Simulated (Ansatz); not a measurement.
# Co (P6_3/mmc) in Ansatz: reference runs, part 2 of 2

Ansatz 0.2.0.

## (5) Single point, PBEsol, collinear spin, ferromagnetic start, 10.21 Å³/atom (volume scaled by 0.96)

Input file input.yaml:

```yaml
crystal:
  lattice:
    - [2.4385904036, 0.0, 0.0]
    - [-1.2192952018, 2.1118812389, 0.0]
    - [0.0, 0.0, 3.9667976331]
  atoms:
    - { symbol: Co, position: [0.6666666667, 0.3333333333, 0.75], spin: 2.0 }
    - { symbol: Co, position: [0.3333333333, 0.6666666667, 0.25], spin: 2.0 }
hamiltonian:
  xc: pbesol
  pseudopotentials: { kind: paw }
magnetization:
  spin_polarized: true
kpoints:
  mp_grid: { grid: [12, 12, 7] }
scf:
  occupations: { method: fermi_dirac, width: 0.05 }
output:
  forces: true
  stress: true
  eigenvalues: true
  write_density: true
  write_potential: true
  elf: true
  volumetric_format: npy
```

Command:

```
$ ansatz run input.yaml --threads 2 --pin off --max-ram 5632MiB --backend cpu --events-out ev --progress --plain --runs-dir out
```

It took 2.9 s on 2 threads of Intel Xeon Platinum 8375C at 2.90GHz (Ice Lake), shared host; peak memory 0.42 GiB.

Results (log left out):

```
Free energy            : -10185.9836 eV
Pressure               : 3.5 GPa
Band gap on the k mesh : none (metal or under the smearing width)
Net moment             : 3.08 μB per cell
Absolute moment        : 3.35 μB per cell
Site moments           : Co +1.60 μB
```

Caveat: the PAW data sets come from PBE, with cores solved anew for the run's functional, which leaves a small shift of forces and pressure.

## (6) Single point, PBEsol, collinear spin, ferromagnetic start, 10.43 Å³/atom (volume scaled by 0.98)

input.yaml: that of step 5 with these lines changed.

```diff
@@ -2,5 +2,5 @@
   lattice:
-    - [2.4385904036, 0.0, 0.0]
-    - [-1.2192952018, 2.1118812389, 0.0]
-    - [0.0, 0.0, 3.9667976331]
+    - [2.4554087999, 0.0, 0.0]
+    - [-1.2277044, 2.1264463974, 0.0]
+    - [0.0, 0.0, 3.9941557227]
   atoms:
@@ -21,5 +21 @@
   eigenvalues: true
-  write_density: true
-  write_potential: true
-  elf: true
-  volumetric_format: npy
```

Potentials or basis: Ansatz PAW.

Command:

```
$ ansatz run input.yaml --threads 2 --pin off --max-ram 5632MiB --backend cpu --events-out ev --progress --plain --runs-dir out
```

Run time: 2.8 s. Hardware: 2 threads of Intel Xeon Platinum 8375C at 2.90GHz (Ice Lake), shared host; peak memory 0.41 GiB.

The run converged. Its results:

| Item | Value |
| --- | --- |
| Free energy | -10185.9863 eV |
| Pressure | -1.4 GPa |
| Band gap on the k mesh | none (metal or under the smearing width) |
| Net moment | 3.14 μB per cell |
| Absolute moment | 3.42 μB per cell |
| Site moments | Co +1.64 μB |

Caveat: the PAW data sets come from PBE, with cores solved anew for the run's functional, which leaves a small shift of forces and pressure.

## (7) Single point, PBEsol, collinear spin, ferromagnetic start, 10.64 Å³/atom

input.yaml: that of step 6 with these lines changed.

```diff
@@ -2,5 +2,5 @@
   lattice:
-    - [2.4554087999, 0.0, 0.0]
-    - [-1.2277044, 2.1264463974, 0.0]
-    - [0.0, 0.0, 3.9941557227]
+    - [2.4719999032, 0.0, 0.0]
+    - [-1.2359999516, 2.1408147143, 0.0]
+    - [0.0, 0.0, 4.02114408]
   atoms:
```

Command:

```
$ ansatz run input.yaml --threads 2 --pin off --max-ram 5632MiB --backend cpu --events-out ev --progress --plain --runs-dir out
```

It took 2.9 s on 2 threads of Intel Xeon Platinum 8375C at 2.90GHz (Ice Lake), shared host; peak memory 0.39 GiB.

The run converged. Its results:

* Free energy: -10185.9768 eV
* Pressure: -5.8 GPa
* Band gap on the k mesh: none (metal or under the smearing width)
* Net moment: 3.20 μB per cell
* Absolute moment: 3.48 μB per cell
* Site moments: Co +1.66 μB

Caveat: the PAW data sets come from PBE, with cores solved anew for the run's functional, which leaves a small shift of forces and pressure.

## (8) Single point, PBEsol, collinear spin, ferromagnetic start, 10.85 Å³/atom (volume scaled by 1.02)

input.yaml: that of step 7 with these lines changed.

```diff
@@ -2,5 +2,5 @@
   lattice:
-    - [2.4719999032, 0.0, 0.0]
-    - [-1.2359999516, 2.1408147143, 0.0]
-    - [0.0, 0.0, 4.02114408]
+    - [2.4883712406, 0.0, 0.0]
+    - [-1.2441856203, 2.1549927084, 0.0]
+    - [0.0, 0.0, 4.0477749493]
   atoms:
```

Command:

```
$ ansatz run input.yaml --threads 2 --pin off --max-ram 5632MiB --backend cpu --events-out ev --progress --plain --runs-dir out
```

Wall time 2.6 s (2 threads of Intel Xeon Platinum 8375C at 2.90GHz (Ice Lake), shared host); peak memory 0.41 GiB.

It converged, with:

| Item | Value |
| --- | --- |
| Free energy | -10185.9561 eV |
| Pressure | -9.7 GPa |
| Band gap on the k mesh | none (metal or under the smearing width) |
| Net moment | 3.24 μB per cell |
| Absolute moment | 3.54 μB per cell |
| Site moments | Co +1.69 μB |

Caveat: the PAW data sets come from PBE, with cores solved anew for the run's functional, which leaves a small shift of forces and pressure.

## (9) Single point, PBEsol, collinear spin, ferromagnetic start, 11.07 Å³/atom (volume scaled by 1.04)

input.yaml: that of step 8 with these lines changed.

```diff
@@ -2,5 +2,5 @@
   lattice:
-    - [2.4883712406, 0.0, 0.0]
-    - [-1.2441856203, 2.1549927084, 0.0]
-    - [0.0, 0.0, 4.0477749493]
+    - [2.5045299482, 0.0, 0.0]
+    - [-1.2522649741, 2.1689865596, 0.0]
+    - [0.0, 0.0, 4.0740599388]
   atoms:
```

Potentials or basis: Ansatz PAW.

Command:

```
$ ansatz run input.yaml --threads 2 --pin off --max-ram 5632MiB --backend cpu --events-out ev --progress --plain --runs-dir out
```

Wall time 3 s (2 threads of Intel Xeon Platinum 8375C at 2.90GHz (Ice Lake), shared host); peak memory 0.41 GiB.

It converged, with:

* Free energy: -10185.9255 eV
* Pressure: -13.3 GPa
* Band gap on the k mesh: none (metal or under the smearing width)
* Net moment: 3.28 μB per cell
* Absolute moment: 3.59 μB per cell
* Site moments: Co +1.71 μB

Caveat: the PAW data sets come from PBE, with cores solved anew for the run's functional, which leaves a small shift of forces and pressure.

## (10) Single point, PBEsol, collinear spin, ferromagnetic start, 11.28 Å³/atom (volume scaled by 1.06)

input.yaml: that of step 9 with these lines changed.

```diff
@@ -2,5 +2,5 @@
   lattice:
-    - [2.5045299482, 0.0, 0.0]
-    - [-1.2522649741, 2.1689865596, 0.0]
-    - [0.0, 0.0, 4.0740599388]
+    - [2.5204827983, 0.0, 0.0]
+    - [-1.2602413992, 2.1828021331, 0.0]
+    - [0.0, 0.0, 4.1000100648]
   atoms:
@@ -21 +21,5 @@
   eigenvalues: true
+  write_density: true
+  write_potential: true
+  elf: true
+  volumetric_format: npy
```

Command:

```
$ ansatz run input.yaml --threads 2 --pin off --max-ram 5632MiB --backend cpu --events-out ev --progress --plain --runs-dir out
```

It took 3.4 s on 2 threads of Intel Xeon Platinum 8375C at 2.90GHz (Ice Lake), shared host; peak memory 0.42 GiB.

Results (log left out):

```
Free energy            : -10185.8859 eV
Pressure               : -16.5 GPa
Band gap on the k mesh : none (metal or under the smearing width)
Net moment             : 3.31 μB per cell
Absolute moment        : 3.63 μB per cell
Site moments           : Co +1.73 μB
```

Caveat: the PAW data sets come from PBE, with cores solved anew for the run's functional, which leaves a small shift of forces and pressure.

## (11) Equation of state, PBEsol, collinear spin, ferromagnetic start

This step only gathers the single runs of the series.

What came out:

| Quantity | Value |
| --- | --- |
| Equilibrium volume | 10.37 Å³/atom |
| Bulk modulus at fixed shape and positions | 234 GPa |
| Pressure derivative of the bulk modulus | 4.3 |

Energy against volume, from the lowest point:
| volume (Å³/atom) | energy (meV/atom) |
| --- | --- |
| 10.002 | 9.71 |
| 10.215 | 1.38 |
| 10.427 | 0.00 |
| 10.640 | 4.78 |
| 10.853 | 15.11 |
| 11.066 | 30.43 |
| 11.279 | 50.20 |

Caveat: the cell was scaled at fixed shape and fractional positions, which overstates the stiffness of a crystal with free parameters, most of all of layers and chains.

## (12) Overview

```csv
task,cell,gap on the mesh (eV),pressure (GPa),moment (μB)
single point,as given,none,-5.8,3.20
single point,"atoms moved at random, drawn with an rms of 0.05 Å",none,-5.7,3.20
equation of state,as given,-,-,-
```

Alike in all rows: level PBEsol; potentials or basis Ansatz PAW; spin collinear, ferromagnetic start; k mesh 12 × 12 × 7; cutoff (eV) 420; smearing fermi-dirac 0.05 eV.

Caveats: the PAW data sets come from PBE, with cores solved anew for the run's functional, which leaves a small shift of forces and pressure (some runs); the cell was scaled at fixed shape and fractional positions, which overstates the stiffness of a crystal with free parameters, most of all of layers and chains (some runs).

Absolute energies hang on the potentials; compare differences alone.
